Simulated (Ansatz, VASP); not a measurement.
Al in VASP and in Ansatz

```
CELL_PARAMETERS angstrom
0.00000 2.11060 2.11060
2.11060 0.00000 2.11060
2.11060 2.11060 0.00000
ATOMIC_POSITIONS crystal
Al 0.00000 0.00000 0.00000
```

Alike in both runs: task single point; functional RPBE; k mesh 22 × 22 × 22; occupations fermi-dirac, width 0.1 eV; no spin polarisation.

|  | VASP | Ansatz |
| --- | --- | --- |
| version | VASP 6.6.1 | Ansatz 0.2.0 |
| potentials or method | VASP PAW PBE potentials, release 64 (Al) | plane waves (420 eV) with PAW, scalar-relativistic |
| plane-wave cutoff (eV) | 520 | 420 |
| valence electrons in the cell | 3 | 3 |

```csv
,VASP,Ansatz,Ansatz less VASP
pressure (GPa),-6.7,-6.5,+0.12
```

The functional is the same, so the differences come from potentials, cutoffs and numerics.

Caveats: the PAW data sets were made with another functional, which shifts forces and pressure a little (VASP).
